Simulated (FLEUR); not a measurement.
# Ge (Fd-3m) in FLEUR: further runs, part 2 of 2

FLEUR MaX-R8.1 (later development tree). The steps go on from the part before.

## (6) Equation of state, SCAN, 23.54 Å³/atom (volume scaled by 1.04)

Input file inp.xml:

```xml
<?xml version="1.0" encoding="UTF-8" standalone="no"?>
<fleurInput fleurInputVersion="0.39">
   <comment>
      Ge                                                                                                  
   </comment>
   <calculationSetup>
      <cutoffs Kmax="4.71" Gmax="14.6" GmaxXC="14.6" numbands="0"/>
      <scfLoop itmax="60" minDistance="0.00001" maxIterBroyd="15" imix="Anderson" alpha="0.05" precondParam="0.0" spinf="2.0" sdNocoIR="T"/>
      <coreElectrons ctail="F" frcor="F" kcrel="0" coretail_lmax="0"/>
      <xcFunctional name="LibXC" relativisticCorrections="F">
         <LibXCName exchange="mgga_x_scan" correlation="mgga_c_scan"/>
         <AuxGGA exchange="117" correlation="130"/>
      </xcFunctional>
      <magnetism jspins="1"/>
      <soc l_soc="F" theta="0.0" phi="0.0" spav="F"/>
      <expertModes spex="0" secvar="F"/>
      <geometryOptimization l_f="F" forcealpha="1.0" forcemix="BFGS" epsdisp="0.00001" epsforce="0.00001"/>
      <ldaU l_linMix="F" mixParam="0.05" spinf="1.0"/>
   </calculationSetup>
   <cell>
      <bzIntegration valenceElectrons="44.0" mode="hist" fermiSmearingEnergy="0.00183747">
         <kPointListSelection listName="default-1"/>
         <!-- k-points included here -->
         <xi:include xmlns:xi="http://www.w3.org/2001/XInclude" href="kpts.xml"> </xi:include>
      </bzIntegration>
      <!-- symmetry operations included here -->
      <xi:include xmlns:xi="http://www.w3.org/2001/XInclude" href="sym.xml"> </xi:include>
      <bulkLattice scale="1.0131594038">
         <bravaisMatrix>
            <row-1>    0.0000000000000000     5.3458651311421859     5.3458651311421859</row-1>
            <row-2>    5.3458651311421859     0.0000000000000000     5.3458651311421859</row-2>
            <row-3>    5.3458651311421859     5.3458651311421859     0.0000000000000000</row-3>
         </bravaisMatrix>
      </bulkLattice>
   </cell>
   <atomSpecies>
      <species name="Germanium (Ge)" element="Ge" atomicNumber="32">
         <mtSphere radius="2.08" gridPoints="707" logIncrement="0.017"/>
         <atomicCutoffs lmax="9" lnonsphr="7"/>
         <electronConfig flipSpins="F">
            <coreConfig>(1s1/2) (2s1/2) (2p1/2) (2p3/2)</coreConfig>
            <valenceConfig>(3s1/2) (3p1/2) (3p3/2) (4s1/2) (3d3/2) (3d5/2) (4p1/2) (4p3/2)</valenceConfig>
            <stateOccupation state="(4p1/2)" spinUp="0.333333" spinDown="0.333333"/>
            <stateOccupation state="(4p3/2)" spinUp="0.666667" spinDown="0.666667"/>
         </electronConfig>
         <energyParameters s="4" p="4" d="3" f="4"/>
         <lo type="SCLO" l="0" n="3" eDeriv="0"/>
         <lo type="SCLO" l="1" n="3" eDeriv="0"/>
         <lo type="SCLO" l="1" n="3" eDeriv="1"/>
         <lo type="HELO" l="2" n="4" eDeriv="0"/>
         <lo type="HELO" l="2" n="4" eDeriv="1"/>
         <lo type="SCLO" l="3" n="4" eDeriv="2"/>
      </species>
   </atomSpecies>
   <atomGroups>
      <atomGroup species="Germanium (Ge)">
         <relPos label="                   1">-3.000/8.000 -3.000/8.000 -3.000/8.000</relPos>
         <relPos label="                   2">3.000/8.000 3.000/8.000 3.000/8.000</relPos>
         <force calculate="T" relaxXYZ="TTT"/>
      </atomGroup>
   </atomGroups>
   <output dos="F" band="F" slice="F">
      <checks vchk="F" cdinf="F"/>
      <bandDOS minEnergy="-.5*Htr" maxEnergy="0.5*Htr" sigma="0.015" storeEVData="T"/>
      <vacuumDOS vacdos="F" integ="F" star="F" nstars="0" locx1="0.0" locy1="0.0" locx2="0.0" locy2="0.0" nstm="0" tworkf="0.0"/>
      <unfoldingBand unfoldBand="F" supercellX="1" supercellY="1" supercellZ="1"/>
      <plotting iplot="0" polar="F">
         <plot TwoD="T" vec1="  1.0  0.0  0.0" vec2="  0.0  1.0  0.0" vec3="  0.0  0.0  1.0" zero="  0.0  0.0  0.0" file="plot"/>
      </plotting>
      <chargeDensitySlicing numkpt="0" minEigenval="0.0" maxEigenval="0.0" nnne="0" pallst="F"/>
      <specialOutput eonly="F"/>
      <moessbauerParams electricFieldGradient="T" isomerShift="T" coreHyperfine="T" valenceHyperfine="T"/>
      <magneticCircularDichroism mcd="F" energyLo="-10.0" energyUp="0.0"/>
   </output>
  <!-- We include the file relax.xml here to enable relaxations (see documentation) -->
  <xi:include xmlns:xi="http://www.w3.org/2001/XInclude" href="relax.xml"> <xi:fallback/> </xi:include>
</fleurInput>
```

Potentials or basis: all-electron, FLAPW.

Launch:

```
> inpgen -f crystal.txt -profile fastHighL
> # inp.xml edited to the form shown
> fleur_MPI
```

Run time: 56 s. Hardware: 1 thread of Arm Neoverse V2, shared host; peak memory 0.08 GiB.

The run converged. Its results:

```yaml
Free_energy: -114259.0531 eV
Band_gap_on_the_k_mesh: none (metal or under the smearing width)
Valence_electrons_inside_the_program's_atomic_spheres: Ge 19.75 (radii Ge 2.08 bohr)
```

Caveat: the meta-GGA is that of a development version, with a GGA for the radial functions and cores and without core tails.

## (7) Equation of state, SCAN, 24.00 Å³/atom (volume scaled by 1.06)

inp.xml: that of step 6 with these lines changed.

```diff
@@ -27,3 +27,3 @@
       <xi:include xmlns:xi="http://www.w3.org/2001/XInclude" href="sym.xml"> </xi:include>
-      <bulkLattice scale="1.0131594038">
+      <bulkLattice scale="1.0196128224">
          <bravaisMatrix>
```

Launch:

```
> inpgen -f crystal.txt -profile fastHighL
> # inp.xml edited to the form shown
> fleur_MPI
```

Run time: 65 s. Hardware: 1 thread of Arm Neoverse V2, shared host; peak memory 0.08 GiB.

Results (log left out):

- Free energy: -114259.0378 eV
- Band gap on the k mesh: none (metal or under the smearing width)
- Valence electrons inside the program's atomic spheres: Ge 19.74 (radii Ge 2.08 bohr)

Caveat: the meta-GGA is that of a development version, with a GGA for the radial functions and cores and without core tails.

## (8) Equation of state, SCAN

No new run: the results of the series are fitted here.

Results:

```
Equilibrium volume : 22.78 Å³/atom
Bulk modulus       : 70 GPa
```

Energy against volume, from the lowest point:
| volume (Å³/atom) | energy (meV/atom) |
| --- | --- |
| 21.281 | 24.43 |
| 21.733 | 11.28 |
| 22.639 | 0.00 |
| 23.545 | 5.02 |
| 23.997 | 12.68 |

Caveat: the meta-GGA is that of a development version, with a GGA for the radial functions and cores and without core tails.

## (9) Against experiment

Step 2. Against the measured gap of Ge, 0.807 eV (direct; 300 K; “Electronic and optical properties of SixGe1-x-ySny alloys lattice-matched to Ge”, 2021, arxiv:2109.02782), the calculated 0.19 eV is off by -0.62 eV. 3 values of this kind are on record (0.666 to 0.807 eV); this one was drawn at random among those near their median. Spin-orbit coupling on Ge is left out. The value is that of SCAN, without temperature or zero-point motion.

Step 8. Against the measured bulk modulus of Ge, 75.8 GPa (quoted in “Sub-monolayer structures of Ag overlayers on Ge(111): experimental observations and first-principles study”, 2019, arxiv:1908.00180), the calculated 70 GPa is off by -7.4 %. The fit is for a static lattice scaled at fixed shape and fixed fractional positions. The cell as given is a measured one (22.64 Å³/atom); SCAN puts the equilibrium volume +0.6 % from it, thermal expansion not counted.
